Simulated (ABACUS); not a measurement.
# Ca (Im-3m) in ABACUS: a series of runs

One crystal, Ca, is run at these levels: PBE; tasks: equation of state.

Program: ABACUS 3.10.1. These are calculated values, not measurements. Logs are shortened: lines on timing, memory, paths and dates and some standing lists are left out, and cuts for length are marked.

## (1) Starting point

The structure is cubic, space group Im-3m (No. 229). Conventional cell: a = 4.480 Å, b = 4.480 Å, c = 4.480 Å, α = 90.00°, β = 90.00°, γ = 90.00°. Ca (site symmetry m-3m) is surrounded by 8 Ca at 3.88 Å.

This isn't the form of Ca at room conditions, which is fcc.

## (2) Equation of state, PBE, 42.26 Å³/atom (volume scaled by 0.94)

The input, INPUT:

```
INPUT_PARAMETERS
suffix              Ca
calculation         scf
basis_type          lcao
pseudo_dir          ./
orbital_dir         ./
symmetry            1
dft_functional      pbe
ecutwfc             100
pseudo_rcut         10
nspin               1
nbands              9
ks_solver           genelpa
smearing_method     fd
smearing_sigma      0.00367493
scf_thr             1e-07
scf_nmax            100
mixing_type         broyden
mixing_beta         0.7
cal_force           1
cal_stress          1
out_mul             1
```

The input, STRU:

```
ATOMIC_SPECIES
Ca 40.0780 Ca.upf

NUMERICAL_ORBITAL
Ca_confined-atom_9au_4s3p3d1f.orb

LATTICE_CONSTANT
1.8897261246

LATTICE_VECTORS
-2.1942728835 2.1942728835 2.1942728835
2.1942728835 -2.1942728835 2.1942728835
2.1942728835 2.1942728835 -2.1942728835

ATOMIC_POSITIONS
Direct

Ca
0.0
1
0.0000000000 0.0000000000 0.0000000000 1 1 1
```

The input, KPT:

```
K_POINTS
0
Gamma
8 8 8 0 0 0
```

Potentials or basis: PseudoDojo NC SR 0.4.1 PBE standard, TZDP LCAO (the cutoffs set its grid).

Started as:

```
OMP_NUM_THREADS=1 mpirun -np 4 abacus > log
```

running log:

```text
ABACUS v3.10.1

               Atomic-orbital Based Ab-initio Computation at UStc

 ------------------------------------------------------------------------------------

 READING GENERAL INFORMATION
                           global_out_dir = OUT.Ca/
                           global_in_card = INPUT
                               pseudo_dir = ./
                              orbital_dir = ./
                                    DSIZE = 4
                                    GSIZE = 1

 READING UNITCELL INFORMATION
                                    ntype = 1
                  lattice constant (Bohr) = 1.88973
              lattice constant (Angstrom) = 1

 READING ATOM TYPE 1
                               atom label = Ca
                      L=0, number of zeta = 4
                      L=1, number of zeta = 3
                      L=2, number of zeta = 3
                      L=3, number of zeta = 1
             number of atom for this type = 1

                        TOTAL ATOM NUMBER = 1
DIRECT COORDINATES
    atom                   x                   y                   z     mag                  vx                  vy                  vz
taud_Ca1            0.0000000000        0.0000000000        0.0000000000  0.0000        0.0000000000        0.0000000000        0.0000000000

                          Volume (Bohr^3) = 285.186
                             Volume (A^3) = 42.2602

 Lattice vectors: (Cartesian coordinate: in unit of a_0)
             -2.19427            +2.19427            +2.19427
             +2.19427            -2.19427            +2.19427
             +2.19427            +2.19427            -2.19427
 Reciprocal vectors: (Cartesian coordinate: in unit of 2 pi/a_0)
                   +0           +0.227866           +0.227866
            +0.227866                  +0           +0.227866
            +0.227866           +0.227866                  +0
 The esolver type has been set to : ksdft_lcao

                PAO radial cut off (Bohr) = 10

 Read in pseudopotential file is Ca.upf
                     pseudopotential type = NC
          exchange-correlation functional = PBE
                 nonlocal core correction = 1
                        valence electrons = 10
                                     lmax = 2
                           number of zeta = 3
                     number of projectors = 6
                           L of projector = 0
                           L of projector = 0
                           L of projector = 1
                           L of projector = 1
                           L of projector = 2
                           L of projector = 2
     initial pseudo atomic orbital number = 5

 SETUP THE ELECTRONS NUMBER
            electron number of element Ca = 10
      total electron number of element Ca = 10
            AUTOSET number of electrons:  = 10
                           occupied bands = 5
                                   NLOCAL = 35
                                   NBANDS = 9
                                   NBANDS = 9
                                   NLOCAL = 35

%%%%%%%%%%%%%%%%%%%%%%%%%%%%%%%%%%%%%%%%%%%%%%%%%%%%%%%%%%%%%%%%%%%%%%%%%%%%%%%%%%%%%%%%%%%%%%%%%%%%%%%%%%
 Warning: the number of valence electrons in pseudopotential > 2 for Ca: [Ar] 4s2
 Pseudopotentials with additional electrons can yield (more) accurate outcomes, but may be less efficient.
 If you're confident that your chosen pseudopotential is appropriate, you can safely ignore this warning.
%%%%%%%%%%%%%%%%%%%%%%%%%%%%%%%%%%%%%%%%%%%%%%%%%%%%%%%%%%%%%%%%%%%%%%%%%%%%%%%%%%%%%%%%%%%%%%%%%%%%%%%%%%

 SETUP THE PLANE WAVE BASIS
 energy cutoff for charge/potential (unit:Ry) = 400
            fft grid for charge/potential = [ 45, 45, 45 ]
                        fft grid division = [ 3, 3, 3 ]
        big fft grid for charge/potential = [ 15, 15, 15 ]
                                     nbxx = 900
                                     nrxx = 24300

 SETUP PLANE WAVES FOR CHARGE/POTENTIAL
                    number of plane waves = 38511
                         number of sticks = 1547

 PARALLEL PW FOR CHARGE/POTENTIAL
     PROC   COLUMNS(POT)             PW
        1            386           9627
        2            387           9628
        3            387           9628
        4            387           9628
 --------------- sum -------------------
[... 45 lines left out ...]
                       right hand lattice = 1
(for reciprocal lattice: )
                             BRAVAIS TYPE = 3
                     BRAVAIS LATTICE NAME = 03. Cubic F (face-centered)
                                    ibrav = 3
                       right hand lattice = 1
(for k-lattice: )
                             BRAVAIS TYPE = 3
                     BRAVAIS LATTICE NAME = 03. Cubic F (face-centered)
                                    ibrav = 3
                       right hand lattice = 1
                        ROTATION MATRICES = 48
                               nkstot_ibz = 29
K-POINTS REDUCTION ACCORDING TO SYMMETRY
     IBZ    DIRECT_X    DIRECT_Y    DIRECT_Z  WEIGHT  ibz2bz
       1  0.00000000  0.00000000  0.00000000  0.0020       0
       2 -0.12500000  0.12500000  0.00000000  0.0234       1
       3 -0.25000000  0.25000000  0.00000000  0.0234       2
       4 -0.37500000  0.37500000  0.00000000  0.0234       3
       5  0.50000000  0.50000000  0.00000000  0.0117       4
       6 -0.25000000  0.12500000  0.12500000  0.0469       9
[... 21 lines left out ...]
      28  0.50000000  0.50000000  0.37500000  0.0234     228
      29  0.50000000  0.50000000  0.50000000  0.0020     292

                               nkstot now = 29
[... K-POINTS DIRECT COORDINATES: 29 rows ...]

           k-point number in this process = 29
       minimum distributed K point number = 29
[... stars of the k points ...]

[... K-POINTS CARTESIAN COORDINATES: 29 rows ...]

[... K-POINTS DIRECT COORDINATES: 29 rows ...]

 SETUP PLANE WAVES FOR WAVE FUNCTIONS
     energy cutoff for wavefunc (unit:Ry) = 100
              fft grid for wave functions = [ 45, 45, 45 ]
                    number of plane waves = 6963
                         number of sticks = 487

 PARALLEL PW FOR WAVE FUNCTIONS
     PROC   COLUMNS(POT)             PW
        1            122           1742
        2            121           1740
        3            122           1741
        4            122           1740
 --------------- sum -------------------
        4            487           6963

 SET NONLOCAL PSEUDOPOTENTIAL PROJECTORS
 max number of nonlocal projetors among all species is 6

 -------------------------------------------
 SELF-CONSISTENT
 -------------------------------------------

 SETUP SEARCHING RADIUS FOR PROGRAM TO SEARCH ADJACENT ATOMS
                  longest orb rcut (Bohr) = 9
   longest nonlocal projector rcut (Bohr) = 1.9
                     search radius (Bohr) = 21.8
              searching radius is (Bohr)) = 21.8
         searching radius unit is (Bohr)) = 1.89
                         PeriodicBoundary = 1
                        Radius(unit:lat0) = 11.5
                                   glayer = [ 5, 5, 5 ]
                             glayer_minus = [ 4, 4, 4 ]

Find the coordinate range of the input atom(unit:lat0).
                                  min_tau = [ -26.3, -26.3, -26.3 ]
                                  max_tau = [ 26.3, 26.3, 26.3 ]
                                BoxNumber = [ 9, 9, 9 ]

 SETUP EXTENDED REAL SPACE GRID FOR GRID INTEGRATION
                          real space grid = [ 45, 45, 45 ]
                 big cell numbers in grid = [ 15, 15, 15 ]
             meshcell numbers in big cell = [ 3, 3, 3 ]
                        extended fft grid = [ 24, 24, 24 ]
                dimension of extened grid = [ 64, 64, 64 ]
                            UnitCellTotal = 125
              Atom number in sub-FFT-grid = 1
    Local orbitals number in sub-FFT-grid = 35
                                ParaV.nnr = 21060
                                 init_chg = atomic

 LCAO ALGORITHM --------------- ION=   1  ELEC=   1--------------------------------

 Density error is 0.0228893638165
----------------------------------------------------------
     Energy           Rydberg                 eV
----------------------------------------------------------
 E_KohnSham     -77.4220231699       -1053.3806657981
 E_Harris       -77.2744538829       -1051.3728826457
 E_Fermi        0.3693385056         5.0251081667
----------------------------------------------------------
[... 69 lines left out ...]
 Density error is 1.50033335622e-08
----------------------------------------------------------
     Energy           Rydberg                 eV
----------------------------------------------------------
 E_KohnSham     -77.4222402573       -1053.3836194244
 E_KS(sigma->0) -77.4217434810       -1053.3768604363
 E_Harris       -77.4222401115       -1053.3836174402
 E_band         -12.8149051391       -174.3557292215
 E_one_elec     -38.8548033670       -528.6467204607
 E_Hartree      19.9032584999        270.7977243661
 E_xc           -14.5872973031       -198.4703617415
 E_Ewald        -43.8824045346       -597.0507436120
 E_entropy(-TS) -0.0009935526        -0.0135179762
 E_descf        0.0000000000         0.0000000000
 E_exx          0.0000000000         0.0000000000
 E_Fermi        0.3708931208         5.0462597925
----------------------------------------------------------

 charge density convergence is achieved
 final etot is -1053.3836194 eV
 EFERMI = 5.0462597925 eV

 STATE ENERGY(eV) AND OCCUPATIONS    NSPIN == 1
 1/29 kpoint (Cartesian) = 0.0000 0.0000 0.0000 (1219 pws)
       1       -36.9927     0.00390625
       2       -17.9064     0.00390625
       3       -17.9064     0.00390625
       4       -17.9064     0.00390625
       5        1.00172     0.00390625
       6        7.37285    2.41703e-23
       7        7.37285    2.41703e-23
       8        7.37285    2.41703e-23
       9        8.43198    1.52673e-32
[... 45 lines left out ...]
 6/29 kpoint (Cartesian) = 0.056966 -0.028483 -0.028483 (1214 pws)
       1       -36.9869      0.0937500
       2       -17.9613      0.0937500
       3       -17.9212      0.0937500
       4       -17.9113      0.0937500
       5        1.81634      0.0937500
       6        6.86771    1.41592e-17
       7        6.93920    3.38904e-18
       8        7.98643    2.71630e-27
       9        8.12168    1.81643e-28

[... levels at 23 further k points ...]

 correction force for each atom along direction 1 is 1.18908e-13
 correction force for each atom along direction 2 is 1.26448e-13
 correction force for each atom along direction 3 is -1.91189e-14
------------------------------------------------------------------------------------------
 TOTAL-FORCE (eV/Angstrom)
------------------------------------------------------------------------------------------
                       Ca1         0.0000000000         0.0000000000         0.0000000000
------------------------------------------------------------------------------------------

----------------------------------------------------------------
 TOTAL-STRESS (KBAR)
----------------------------------------------------------------
        -0.0731852350        -0.0000000000        -0.0000000000
        -0.0000000000        -0.0731852350         0.0000000000
         0.0000000000         0.0000000000        -0.0731852350
----------------------------------------------------------------
 TOTAL-PRESSURE: -0.073185 KBAR

 --------------------------------------------
 !FINAL_ETOT_IS -1053.3836194243622231 eV
 --------------------------------------------
```

Run time: 7.3 s. Hardware: 4 MPI ranks of Intel Xeon at 2.60GHz (Ice Lake), shared host; peak memory 0.44 GiB.

What came out:

```yaml
Free_energy: -1053.3836 eV
Pressure: 0.0 GPa
Band_gap_on_the_k_mesh: none (metal or under the smearing width)
```

Caveat: the atomic orbitals were generated for these runs and aren't a published set; the cell was measured hot, at 740 K; the basis of atomic orbitals isn't converged, which shifts pressures, moduli and gaps.

## (3) Equation of state, PBE, 43.16 Å³/atom (volume scaled by 0.96)

INPUT is that of step 2.

The input, STRU:

```
ATOMIC_SPECIES
Ca 40.0780 Ca.upf

NUMERICAL_ORBITAL
Ca_confined-atom_9au_4s3p3d1f.orb

LATTICE_CONSTANT
1.8897261246

LATTICE_VECTORS
-2.2097260186 2.2097260186 2.2097260186
2.2097260186 -2.2097260186 2.2097260186
2.2097260186 2.2097260186 -2.2097260186

ATOMIC_POSITIONS
Direct

Ca
0.0
1
0.0000000000 0.0000000000 0.0000000000 1 1 1
```

KPT is that of step 2.

Potentials or basis: PseudoDojo NC SR 0.4.1 PBE standard, TZDP LCAO (the cutoffs set its grid).

Started as:

```
OMP_NUM_THREADS=1 mpirun -np 4 abacus > log
```

It took 7.4 s on 4 MPI ranks of Intel Xeon at 2.60GHz (Ice Lake), shared host; peak memory 0.44 GiB.

Results (log left out):

```yaml
Free_energy: -1053.3826 eV
Pressure: -0.3 GPa
Band_gap_on_the_k_mesh: none (metal or under the smearing width)
```

Caveat: the atomic orbitals were generated for these runs and aren't a published set; the cell was measured hot, at 740 K; the basis of atomic orbitals isn't converged, which shifts pressures, moduli and gaps.

## (4) Equation of state, PBE, 44.06 Å³/atom (volume scaled by 0.98)

INPUT is that of step 3.

The input, STRU:

```
ATOMIC_SPECIES
Ca 40.0780 Ca.upf

NUMERICAL_ORBITAL
Ca_confined-atom_9au_4s3p3d1f.orb

LATTICE_CONSTANT
1.8897261246

LATTICE_VECTORS
-2.2249659900 2.2249659900 2.2249659900
2.2249659900 -2.2249659900 2.2249659900
2.2249659900 2.2249659900 -2.2249659900

ATOMIC_POSITIONS
Direct

Ca
0.0
1
0.0000000000 0.0000000000 0.0000000000 1 1 1
```

KPT is that of step 3.

Started as:

```
OMP_NUM_THREADS=1 mpirun -np 4 abacus > log
```

Run time: 7.3 s. Hardware: 4 MPI ranks of Intel Xeon at 2.60GHz (Ice Lake), shared host; peak memory 0.44 GiB.

The run converged. Its results:

- Free energy: -1053.3799 eV
- Pressure: -0.7 GPa
- Band gap on the k mesh: none (metal or under the smearing width)

Caveat: the atomic orbitals were generated for these runs and aren't a published set; the cell was measured hot, at 740 K; the basis of atomic orbitals isn't converged, which shifts pressures, moduli and gaps.

## (5) Equation of state, PBE, 44.96 Å³/atom

INPUT is that of step 4.

The input, STRU:

```
ATOMIC_SPECIES
Ca 40.0780 Ca.upf

NUMERICAL_ORBITAL
Ca_confined-atom_9au_4s3p3d1f.orb

LATTICE_CONSTANT
1.8897261246

LATTICE_VECTORS
-2.2400000000 2.2400000000 2.2400000000
2.2400000000 -2.2400000000 2.2400000000
2.2400000000 2.2400000000 -2.2400000000

ATOMIC_POSITIONS
Direct

Ca
0.0
1
0.0000000000 0.0000000000 0.0000000000 1 1 1
```

KPT is that of step 4.

Started as:

```
OMP_NUM_THREADS=1 mpirun -np 4 abacus > log
```

Wall time 7 s (4 MPI ranks of Intel Xeon at 2.60GHz (Ice Lake), shared host); peak memory 0.44 GiB.

Results (log left out):

* Free energy: -1053.3754 eV
* Pressure: -0.9 GPa
* Band gap on the k mesh: none (metal or under the smearing width)

Caveat: the atomic orbitals were generated for these runs and aren't a published set; the cell was measured hot, at 740 K; the basis of atomic orbitals isn't converged, which shifts pressures, moduli and gaps.

## (6) Equation of state, PBE, 45.86 Å³/atom (volume scaled by 1.02)

INPUT is that of step 5.

The input, STRU:

```
ATOMIC_SPECIES
Ca 40.0780 Ca.upf

NUMERICAL_ORBITAL
Ca_confined-atom_9au_4s3p3d1f.orb

LATTICE_CONSTANT
1.8897261246

LATTICE_VECTORS
-2.2548348694 2.2548348694 2.2548348694
2.2548348694 -2.2548348694 2.2548348694
2.2548348694 2.2548348694 -2.2548348694

ATOMIC_POSITIONS
Direct

Ca
0.0
1
0.0000000000 0.0000000000 0.0000000000 1 1 1
```

KPT is that of step 5.

Potentials or basis: PseudoDojo NC SR 0.4.1 PBE standard, TZDP LCAO (the cutoffs set its grid).

Started as:

```
OMP_NUM_THREADS=1 mpirun -np 4 abacus > log
```

It took 6.6 s on 4 MPI ranks of Intel Xeon at 2.60GHz (Ice Lake), shared host; peak memory 0.44 GiB.

The run converged. Its results:

```
Free energy            : -1053.3694 eV
Pressure               : -1.2 GPa
Band gap on the k mesh : none (metal or under the smearing width)
```

Caveat: the atomic orbitals were generated for these runs and aren't a published set; the cell was measured hot, at 740 K; the basis of atomic orbitals isn't converged, which shifts pressures, moduli and gaps.

## (7) Equation of state, PBE, 46.76 Å³/atom (volume scaled by 1.04)

INPUT is that of step 6.

The input, STRU:

```
ATOMIC_SPECIES
Ca 40.0780 Ca.upf

NUMERICAL_ORBITAL
Ca_confined-atom_9au_4s3p3d1f.orb

LATTICE_CONSTANT
1.8897261246

LATTICE_VECTORS
-2.2694770646 2.2694770646 2.2694770646
2.2694770646 -2.2694770646 2.2694770646
2.2694770646 2.2694770646 -2.2694770646

ATOMIC_POSITIONS
Direct

Ca
0.0
1
0.0000000000 0.0000000000 0.0000000000 1 1 1
```

KPT is that of step 6.

Started as:

```
OMP_NUM_THREADS=1 mpirun -np 4 abacus > log
```

Run time: 6.6 s. Hardware: 4 MPI ranks of Intel Xeon at 2.60GHz (Ice Lake), shared host; peak memory 0.44 GiB.

The run converged. Its results:

```
Free energy            : -1053.3620 eV
Pressure               : -1.4 GPa
Band gap on the k mesh : none (metal or under the smearing width)
```

Caveat: the atomic orbitals were generated for these runs and aren't a published set; the cell was measured hot, at 740 K; the basis of atomic orbitals isn't converged, which shifts pressures, moduli and gaps.

## (8) Equation of state, PBE, 47.66 Å³/atom (volume scaled by 1.06)

INPUT is that of step 7.

The input, STRU:

```
ATOMIC_SPECIES
Ca 40.0780 Ca.upf

NUMERICAL_ORBITAL
Ca_confined-atom_9au_4s3p3d1f.orb

LATTICE_CONSTANT
1.8897261246

LATTICE_VECTORS
-2.2839327222 2.2839327222 2.2839327222
2.2839327222 -2.2839327222 2.2839327222
2.2839327222 2.2839327222 -2.2839327222

ATOMIC_POSITIONS
Direct

Ca
0.0
1
0.0000000000 0.0000000000 0.0000000000 1 1 1
```

KPT is that of step 7.

Started as:

```
OMP_NUM_THREADS=1 mpirun -np 4 abacus > log
```

Wall time 6.5 s (4 MPI ranks of Intel Xeon at 2.60GHz (Ice Lake), shared host); peak memory 0.44 GiB.

The run converged. Its results:

* Free energy: -1053.3532 eV
* Pressure: -1.7 GPa
* Band gap on the k mesh: none (metal or under the smearing width)

Caveat: the atomic orbitals were generated for these runs and aren't a published set; the cell was measured hot, at 740 K; the basis of atomic orbitals isn't converged, which shifts pressures, moduli and gaps.

## (9) Equation of state, PBE

Potentials or basis: PseudoDojo NC SR 0.4.1 PBE standard, TZDP LCAO (the cutoffs set its grid).

This step only gathers the single runs of the series.

What came out:

- Equilibrium volume: 42.25 Å³/atom (rough: see the caveat)
- Bulk modulus: 16.5 GPa (rough)

Energy against volume, from the lowest point:
```tsv
volume (Å³/atom)	energy (meV/atom)
42.260	0.00
43.159	0.98
44.059	3.75
44.958	8.26
45.857	14.26
46.756	21.67
47.655	30.44
```

Caveat: the atomic orbitals were generated for these runs and aren't a published set; the minimum lies outside the volumes run; the cell was measured hot, at 740 K; the basis of atomic orbitals isn't converged, which shifts pressures, moduli and gaps.
